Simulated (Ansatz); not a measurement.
# Molecular dynamics of WC

The input (input.yaml):

```yaml
crystal:
  lattice:
    - [-2.999378, -5.195075, 0.0]
    - [4.499067, -2.597538, 0.0]
    - [0.0, 0.0, 5.888183]
  atoms:
    - { symbol: W, position: [0.73947183, 0.44445164, -0.02989571] }
    - { symbol: C, position: [0.49345058, 0.60629072, 0.23156534] }
    - { symbol: W, position: [0.82187551, 0.52279881, 0.48436184] }
    - { symbol: C, position: [0.51066011, 0.6683456, 0.75448041] }
    - { symbol: W, position: [0.52976734, -0.02939477, 0.02538177] }
    - { symbol: C, position: [0.33420569, 0.18818666, 0.27962497] }
    - { symbol: W, position: [0.55120268, 0.00017579, 0.52396923] }
    - { symbol: C, position: [0.29596861, 0.19995985, 0.75569045] }
    - { symbol: W, position: [0.26685593, 0.48492962, -0.02270095] }
    - { symbol: C, position: [-0.01692181, 0.64215438, 0.20235911] }
    - { symbol: W, position: [0.2783495, 0.5065904, 0.49521482] }
    - { symbol: C, position: [0.03992459, 0.61581237, 0.72258065] }
    - { symbol: W, position: [0.01613728, -0.02416642, -0.02742188] }
    - { symbol: C, position: [0.73744984, 0.15546077, 0.27795952] }
    - { symbol: W, position: [0.06440258, 0.017751, 0.50647627] }
    - { symbol: C, position: [0.75906499, 0.14436655, 0.7636948] }
basis:
  ecutwfc: 420.0
kpoints:
  mp_grid: { grid: [3, 3, 3] }
hamiltonian:
  xc: pbe
  pseudopotentials: { kind: paw, azcp: { folder: soft_1 } }
scf:
  occupations: { method: fermi_dirac, width: 0.3 }
  lower_state_search: "off"
md:
  timestep: 1.12
  n_steps: 200
  ensemble: nvt_langevin
  temperature: 2800.0
  initial_velocities: maxwell_boltzmann
  seed: 643569
  friction: 0.02
  temperature_schedule:
    - { n_steps: 150, end_temperature: 300.0 }
    - { n_steps: 50, end_temperature: 300.0 }
```

Run as:

```bash
$ ansatz run input.yaml --threads 2 --pin off --max-ram 5120MiB --backend cpu --events-out ev --progress --plain --runs-dir out
```

It goes on from the last frame of an earlier run, with new velocities.

Output, in part (step lines):

```
md step     0: t =     0.00 fs  T =  2625.0 K (target 2800.0 K)  F+E_penalty+E_count = -85089.01390231 eV  E_kin = 5.428920 eV  (9 SCF iters)
md step     1: t =     1.12 fs  T =  2596.7 K (target 2791.7 K)  F+E_penalty+E_count = -85089.11740452 eV  E_kin = 5.370362 eV  (7 SCF iters)
md step     2: t =     2.24 fs  T =  2724.7 K (target 2775.0 K)  F+E_penalty+E_count = -85089.27001371 eV  E_kin = 5.635098 eV  (7 SCF iters)
md step     3: t =     3.36 fs  T =  2825.4 K (target 2758.3 K)  F+E_penalty+E_count = -85089.42002522 eV  E_kin = 5.843444 eV  (7 SCF iters)
md step     4: t =     4.48 fs  T =  2683.0 K (target 2741.7 K)  F+E_penalty+E_count = -85089.52704706 eV  E_kin = 5.548890 eV  (6 SCF iters)
md step     5: t =     5.60 fs  T =  2981.5 K (target 2725.0 K)  F+E_penalty+E_count = -85089.58996926 eV  E_kin = 6.166290 eV  (5 SCF iters)
md step     6: t =     6.72 fs  T =  2722.0 K (target 2708.3 K)  F+E_penalty+E_count = -85089.62118550 eV  E_kin = 5.629485 eV  (6 SCF iters)
md step     7: t =     7.84 fs  T =  2685.7 K (target 2691.7 K)  F+E_penalty+E_count = -85089.59622565 eV  E_kin = 5.554362 eV  (5 SCF iters)
[... lines left out ...]
md step   199: t =   222.88 fs  T =   386.7 K (target 300.0 K)  F+E_penalty+E_count = -85095.41698491 eV  E_kin = 0.799727 eV  (5 SCF iters)
md step   200: t =   224.00 fs  T =   383.1 K (target 300.0 K)  F+E_penalty+E_count = -85095.41364232 eV  E_kin = 0.792390 eV  (6 SCF iters)
```

The steps, from the saved trajectory:

| time (fs) | T (K) | potential energy less start (eV) |
| --- | --- | --- |
| 0 | 2625 | 0.000 |
| 6.72 | 2722 | -0.607 |
| 13.44 | 2294 | -0.106 |
| 20.16 | 2410 | 0.118 |
| 26.88 | 2568 | -0.550 |
| 33.6 | 2751 | -0.908 |
| 40.32 | 2301 | -0.750 |
| 47.04 | 1864 | -0.964 |
| 53.76 | 2203 | -1.480 |
| 60.48 | 2081 | -1.478 |
| 67.2 | 1751 | -1.132 |
| 73.92 | 1817 | -1.157 |
| 80.64 | 1818 | -1.881 |
| 87.36 | 2201 | -2.380 |
| 94.08 | 2257 | -2.603 |
| 100.8 | 2472 | -3.265 |
| 107.52 | 2315 | -3.439 |
| 114.24 | 2236 | -4.041 |
| 120.96 | 2347 | -4.555 |
| 127.68 | 1809 | -4.110 |
| 134.4 | 1277 | -3.347 |
| 141.12 | 909 | -3.698 |
| 147.84 | 1168 | -4.686 |
| 154.56 | 1051 | -5.085 |
| 161.28 | 767 | -4.822 |
| 168 | 598 | -4.727 |
| 174.72 | 647 | -5.109 |
| 181.44 | 763 | -5.681 |
| 188.16 | 789 | -5.950 |
| 194.88 | 505 | -5.909 |
| 201.6 | 630 | -6.073 |
| 208.32 | 656 | -6.362 |
| 215.04 | 578 | -6.493 |
| 221.76 | 417 | -6.407 |

All steps were run. The schedule's set-point averaged 510 K over the second half and the system 1002 K, so it lags behind the ramp. A run of 0.22 ps of so small a system gives no equilibrium averages. Limits of this set-up: coarse k mesh.

Mean squared displacements from the first frame to the last, about the centre of mass: W 0.06 Å², C 0.11 Å².

Last frame:

```xyz
16
Lattice="-2.9994 -5.1951 0.0000 4.4991 -2.5975 0.0000 0.0000 0.0000 5.8882" Properties=species:S:1:pos:R:3
W -0.147 -5.340 0.070
C 1.518 -4.528 1.408
W -0.066 -5.348 2.945
C 1.354 -4.427 4.433
W -1.635 -2.759 -0.045
C -0.143 -1.877 1.437
W -1.667 -2.732 2.931
C -0.117 -1.919 4.364
W 1.340 -2.758 0.021
C 2.880 -1.897 1.373
W 1.418 -2.766 2.949
C 2.885 -1.913 4.536
W -0.080 -0.131 -0.011
C -1.720 -4.386 1.488
W -0.145 -0.165 2.868
C -1.607 -4.436 4.368
```

The run took 36 min on 2 threads of Arm Neoverse V1, with other jobs on the host, peak memory 0.82 GiB.
